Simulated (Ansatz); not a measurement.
KBr:

```
Br K
1.0
     0.00000    3.30000    3.30000
     3.30000    0.00000    3.30000
     3.30000    3.30000    0.00000
Br K
1 1
Direct
  0.50000 0.50000 0.50000
  0.00000 0.00000 0.00000
```

Below is the output of Ansatz 0.2.0 for this cell. Logs are shortened: lines on timing, memory, paths and dates and some standing lists are left out, and cuts for length are marked.

```text
Warning: RAYON_NUM_THREADS=2 ignored (pool sized by the plan → 2); use --threads N
Engine: ansatz 0.2.0, x86_64-unknown-linux-gnu
Pseudopotentials: kind: paw
Pseudopotential: Br, paw, valence charge 7, recommended cutoff 420 eV (normal), Br.paw.azcp
Pseudopotential: K, paw, valence charge 9, recommended cutoff 420 eV (normal), K.paw.azcp
Functional definition: PBE
  parameter kappa = 0.804
  parameter beta = 0.06672455060314922
  exchange = pbe_x(kappa = kappa, mu = beta*pi^2/3)
  correlation = pbe_c(beta = beta)
Crystal: 2 atoms, lattice volume = 71.874 Å³
Basis set: ecut = 420 eV, 1411 PW (Γ), exchange–correlation on 64×64×64 points (8 copies of the dense FFT grid, shifted against one another)
Bands: 12, of which v1, the nominal top of the filled ones, is band 8 counted from 1 (7 counted from 0)
Symmetry: 48 space group operations
Space group: Fm-3m (ITA 225), of the structure as read, at distance tolerance 4.2e-5 Å
k-points: 20 of 343
Non-local potential: Br, projectors of the file, l = 0: 2, l = 1: 2, l = 2: 2
Non-local potential: K, projectors of the file, l = 0: 3, l = 1: 2, l = 2: 2
PAW form: soft (Blöchl's): semilocal exchange-correlation on the pseudo side does not see the compensation charge
PAW one-centre angular grid: Br, 110 points (default); XC on 64 Gauss nodes
PAW one-centre angular grid: K, 110 points (default); XC on 64 Gauss nodes
Initial density: superposition of atomic densities (neutral atoms: chi_scale 0, normalization atom), corrected by the library's trained network
Initial wavefunctions: pseudopotential atomic-orbital guess
Functional: x = pbe(κ = 0.804, μ = 0.2195149727645171), c = pbe(β = 0.06672455060314922)
SCF iter   1: F=—  HF=-4324.496735 eV  |F-HF|=—  |Δ(HF+E_count)|=         —  Δρ=1.58e-4  dr2=1.52e-5  ethr=1.77e-3  ⟨swp⟩=7.2  Hψ=1721  notcnv=0
preconditioner: auto → none  [insulator: Δε(μ)=4.426 eV  Ē_g=14.770 eV  σ=0.013 eV  W_gap=1.00  n_scr=14 (ndim 8)  ℏωp=16.4 eV  f_vac=0.056  D(μ)=0.00/eV (n_scr^D=0)  ε∞_Penn≈2.2]
SCF iter   2: F=—  HF=-4324.496532 eV  |F-HF|=—  |Δ(HF+E_count)|=   2.03e-4  Δρ=1.61e-4  dr2=2.94e-5  ethr=9.49e-8  ⟨swp⟩=3.2  Hψ=774  notcnv=0
SCF iter   3: F=—  HF=-4324.496532 eV  |F-HF|=—  |Δ(HF+E_count)|=   4.70e-7  Δρ=6.18e-5  dr2=2.51e-6  ethr=9.49e-8  ⟨swp⟩=2.0  Hψ=380  notcnv=0
SCF iter   4: F=—  HF=-4324.496538 eV  |F-HF|=—  |Δ(HF+E_count)|=   5.78e-6  Δρ=2.04e-5  dr2=3.08e-7  ethr=1.57e-8  ⟨swp⟩=2.0  Hψ=380  notcnv=0
iter 5 did not close the SCF: its close was put off for the readings that it lacked (scf_convergence_deferred on its scf_iter line)
SCF iter   5: F=-4324.496538 eV  HF=-4324.496538 eV  |F-HF|=5.24e-8  |Δ(HF+E_count)|=   4.25e-7  Δρ=8.93e-6  dr2=9.01e-8  ethr=1.93e-9  ⟨swp⟩=2.0  Hψ=300  notcnv=0
SCF iter   6: F=-4324.496538 eV  HF=-4324.496538 eV  |F-HF|=8.02e-9  |Δ(HF+E_count)|=   8.59e-9  Δρ=2.97e-6  dr2=1.04e-8  ethr=5.63e-10  ⟨swp⟩=3.0  Hψ=814  notcnv=0
SCF 1 converged in 6 iterations: F = -4324.496538 eV  dr2 = 1.04e-8
  greatest PAW one-centre occupation: 0.987 electrons in one spin orbital (limit 2), on the K atom at site 1 (counted from 0), in its partial waves of l = 0
SCF converged after 6 iterations
Free energy (F): -4324.496538 eV
Harris-Foulkes:  -4324.496538 eV  (|F-HF|=8.02e-9)
Internal energy: -4324.496538 eV  (E = F + TS)
E sigma→0 (E₀):  -4324.496538 eV
Fermi energy:    3.286819 eV
--- Per-component energies (eV) ---
  E_band       = -133.512052
  E_kinetic    = 388.471927
  E_local      = -838.835020  (includes V_loc(G=0)·N_el)
  E_nonlocal   = 82.864026
  E_hartree    = 271.999476
  E_xc         = -400.625220
  E_vxc        = -269.645515  (∫ρ·V_xc dr)
  E_paw        = -3028.385878  (= ΣΔE_a)
  E_vpaw       = -40.364782  (= ΣTr[D̂ρ^β])
  E_aug_tail   = -0.000004  (compensation charges beyond the density's cutoff)
  E_ewald      = -799.985846
  E_smearing   = -0.000000  (= −TS)
  E_closure    = 0.000000  (closes the sum)
  Σ components = -4324.496538   (vs F -4324.496538, Δ=0.00e0)
--- Forces (eV/Å), atoms counted from 1 ---
  atom   1  Br     0.00000000    -0.00000000     0.00000000
  atom   2  K     -0.00000000     0.00000000    -0.00000000
  max |Σ_I F_I| component: 3.52e-30 eV/Å
--- Stress (GPa, compression-positive) ---
        0.717830       0.000000       0.000000
       -0.000000       0.717830       0.000000
        0.000000      -0.000000       0.717830
  P = ⅓ Tr σ = 0.7178 GPa (7.178 kbar)
--- Band table (eV; the first three rows and the last of 20) ---
  k-point 0: bands = ["-26.7064", "-11.2228", "-10.1842", "-10.1842", "-10.1842", "1.0691", "1.0691", "1.0691", "5.5045", "8.6734", "8.6734", "8.6734"]
  k-point 1: bands = ["-26.7054", "-11.2618", "-10.1853", "-10.1853", "-10.1321", "0.7872", "1.0019", "1.0019", "6.0042", "8.5530", "8.9127", "8.9127"]
  k-point 2: bands = ["-26.7030", "-11.3386", "-10.1876", "-10.1876", "-10.0252", "0.2755", "0.8589", "0.8589", "6.9977", "8.6281", "9.5686", "9.5686"]
  k-point 19: bands = ["-26.6993", "-11.2369", "-10.2510", "-10.2272", "-10.0833", "0.3954", "0.4443", "0.6509", "8.1222", "8.8526", "9.4030", "10.1076"]
```

Q: Write the input and the command behind it.

A: Single point with PBE, no spin polarisation. The files as run (others can give the same):

input.yaml
```yaml
crystal:
  lattice:
    - [0.0, 3.3, 3.3]
    - [3.3, 0.0, 3.3]
    - [3.3, 3.3, 0.0]
  atoms:
    - { symbol: Br, position: [0.5, 0.5, 0.5] }
    - { symbol: K, position: [0.0, 0.0, 0.0] }
hamiltonian:
  xc: pbe
  pseudopotentials: { kind: paw }
kpoints:
  mp_grid: { grid: [7, 7, 7] }
scf:
  occupations: { method: gaussian, width: 0.013 }
output:
  forces: true
  stress: true
  eigenvalues: true
```

Potentials or basis: Ansatz PAW.
Run with:
```sh
$ ansatz run input.yaml --threads 2 --pin off --max-ram 5632MiB --backend cpu --events-out ev --progress --plain --runs-dir out
```

Caveat: odd divisions of the mesh miss points on the zone boundary, where band edges often lie, so the gap on the mesh can be too wide.
